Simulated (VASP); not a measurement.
# ZnS (F-43m) in VASP: a series of runs, part 2 of 2

VASP 6.6.1. The steps go on from the part before.

## 3. Relaxation of cell and atoms, PBE

This run uses another cell than the first one, of 20.21 Å³/atom, 1.024 times its volume.

File INCAR:

```
ALGO = Normal
EDIFF = 1E-7
EDIFFG = -0.002
ENCUT = 520
GGA = PE
IBRION = 2
ISIF = 3
ISMEAR = 0
LASPH = True
LCHARG = False
LREAL = False
LWAVE = False
NELM = 100
NSW = 80
PREC = Accurate
SIGMA = 0.02
```

File KPOINTS:

```
k-points
0
Gamma
  6 6 6
```

File POSCAR:

```
ZnS                                     
1.0
   -0.0000000000      2.7237985816      2.7237985816
    2.7237985816     -0.0000000000      2.7237985816
    2.7237985816      2.7237985816     -0.0000000000
  Zn              S             
     1     1
Direct
     0.2500000000000000    0.2500000000000000    0.2500000000000000
     0.0000000000000000    0.0000000000000000    0.0000000000000000
```

Potentials or basis: VASP PAW PBE potentials, release 64 (Zn, S).

The run is started by

```bash
> cat potpaw_PBE.64/Zn/POTCAR potpaw_PBE.64/S/POTCAR > POTCAR
> mpirun -np 1 vasp_std > vasp.out
```

OUTCAR:

```text
EDIFF = 1E-7
   EDIFFG = -0.002
   ENCUT = 520
   GGA = PE
   IBRION = 2
   ISIF = 3
   ISMEAR = 0
   LASPH = True
   LREAL = False
   NELM = 100
   NSW = 80
   PREC = Accurate

 ion  position               nearest neighbor table
   1  0.250  0.250  0.250-   2 2.36   2 2.36   2 2.36   2 2.36
   2  0.000  0.000  0.000-   1 2.36   1 2.36   1 2.36   1 2.36

  LATTYP: Found a face centered cubic cell.
 ALAT       =     5.4475971632

  Lattice vectors:

 A1 = (   0.0000000000,   2.7237985816,   2.7237985816)
 A2 = (   2.7237985816,   0.0000000000,   2.7237985816)
 A3 = (   2.7237985816,   2.7237985816,   0.0000000000)

Analysis of symmetry for initial positions (statically):
=====================================================================
 Subroutine PRICEL returns:
 Original cell was already a primitive cell.

 Routine SETGRP: Setting up the symmetry group for a
 face centered cubic supercell.

 Subroutine GETGRP returns: Found 24 space group operations
 (whereof 24 operations were pure point group operations)
 out of a pool of 48 trial point group operations.

The static configuration has the point symmetry T_d .

[... 169 lines left out ...]
      7       1.8874      2.00000
      8       1.8874      2.00000
      9       1.8874      2.00000
     10       3.8960      0.00000
     11       8.2975      0.00000
     12       8.2975      0.00000
     13       8.2975      0.00000
[... 226 lines left out ...]
  band No.  band energies     occupation
      1      -9.9032      2.00000
      2      -4.2624      2.00000
      3      -4.0833      2.00000
      4      -3.9974      2.00000
      5      -3.8684      2.00000
      6      -3.5558      2.00000
      7      -2.5836      2.00000
      8      -0.6277      2.00000
      9      -0.6195      2.00000
     10       6.7555      0.00000
     11       7.1789      0.00000
     12      10.8262      0.00000
     13      10.8884      0.00000

------------------------ aborting loop because EDIFF is reached ----------------------------------------

  FORCE on cell =-STRESS in cart. coord.  units (eV):
  Direction    XX          YY          ZZ          XY          YZ          ZX
  --------------------------------------------------------------------------------------
  -------------------------------------------------------------------------------------
  Total        0.0025640      0.0025640      0.0025640      0.0000000      0.0000000      0.0000000
  in kB        0.1016401      0.1016401      0.1016401      0.0000000      0.0000000      0.0000000
  external PRESSURE =       0.1016401 kB  Pullay stress =       0.0000000 kB

 VOLUME and BASIS-vectors are now :
 -----------------------------------------------------------------------------
  energy-cutoff  :      520.00
  volume of cell :       40.42
      direct lattice vectors                 reciprocal lattice vectors
     0.000000000  2.723798582  2.723798582    -0.183567171  0.183567171  0.183567171
     2.723798582  0.000000000  2.723798582     0.183567171 -0.183567171  0.183567171
     2.723798582  2.723798582  0.000000000     0.183567171  0.183567171 -0.183567171

 POSITION                                       TOTAL-FORCE (eV/Angst)
 -----------------------------------------------------------------------------------
      1.36190      1.36190      1.36190         0.000000      0.000000      0.000000
      0.00000      0.00000      0.00000        -0.000000     -0.000000     -0.000000
 -----------------------------------------------------------------------------------
    total drift:                                0.000000      0.000000      0.000000

  FREE ENERGIE OF THE ION-ELECTRON SYSTEM (eV)
  ---------------------------------------------------
  free  energy   TOTEN  =        -6.8496332782 eV

  energy  without entropy=       -6.8496332782  energy(sigma->0) =       -6.84963328

 reached required accuracy - stopping structural energy minimisation
```

OSZICAR:

```text
N       E                     dE             d eps       ncg     rms          rms(c)
DAV:   1     0.820182094655E+02    0.82018E+02   -0.86741E+03   416   0.162E+03
DAV:   2    -0.178971539716E+01   -0.83808E+02   -0.80046E+02   469   0.283E+02
DAV:   3    -0.721544793666E+01   -0.54257E+01   -0.53975E+01   526   0.690E+01
DAV:   4    -0.727714022401E+01   -0.61692E-01   -0.61665E-01   471   0.793E+00
DAV:   5    -0.727802838764E+01   -0.88816E-03   -0.88812E-03   521   0.932E-01    0.656E+00
DAV:   6    -0.686553607730E+01    0.41249E+00   -0.95679E-01   610   0.362E+01    0.514E+00
DAV:   7    -0.684974071995E+01    0.15795E-01   -0.32575E-01   426   0.558E+00    0.264E+00
DAV:   8    -0.684916026357E+01    0.58046E-03   -0.55332E-03   466   0.701E-01    0.766E-01
DAV:   9    -0.684946445379E+01   -0.30419E-03   -0.10641E-03   469   0.316E-01    0.122E-01
DAV:  10    -0.684961096858E+01   -0.14651E-03   -0.15209E-04   471   0.131E-01    0.613E-02
DAV:  11    -0.684963224582E+01   -0.21277E-04   -0.34965E-05   464   0.797E-02    0.751E-03
DAV:  12    -0.684963343184E+01   -0.11860E-05   -0.28474E-06   475   0.203E-02    0.564E-03
DAV:  13    -0.684963329660E+01    0.13524E-06   -0.32440E-07   472   0.133E-02    0.562E-04
DAV:  14    -0.684963327823E+01    0.18377E-07   -0.87009E-08   334   0.268E-03
   1 F= -.68496333E+01 E0= -.68496333E+01  d E =-.684963E+01
```

CONTCAR:

```text
ZnS
   1.00000000000000
     0.0000000000000000    2.7237985816000001    2.7237985816000001
     2.7237985816000001    0.0000000000000000    2.7237985816000001
     2.7237985816000001    2.7237985816000001    0.0000000000000000
  Zn              S
     1     1
Direct
     0.2500000000000000    0.2500000000000000    0.2500000000000000
     0.0000000000000000    0.0000000000000000    0.0000000000000000

  0.00000000E+00  0.00000000E+00  0.00000000E+00
  0.00000000E+00  0.00000000E+00  0.00000000E+00
```

Wall time 14 s (1 thread of Intel Xeon Platinum 8259CL at 2.50GHz (Skylake/Cascade Lake), shared host); peak memory 0.16 GiB.

Results:

```
Free energy             : -6.8496 eV
Pressure after relaxing : 0.0 GPa
Band gap on the k mesh  : 2.01 eV, direct
```

Final structure:
```yaml
crystal:
  lattice:
    - [0.00000, 2.72380, 2.72380]
    - [2.72380, 0.00000, 2.72380]
    - [2.72380, 2.72380, 0.00000]
  atoms:
    - { symbol: Zn, position: [0.25000, 0.25000, 0.25000] }
    - { symbol: S, position: [0.00000, 0.00000, 0.00000] }
```

Caveat: the relaxation stopped at its first step, so nothing moved.
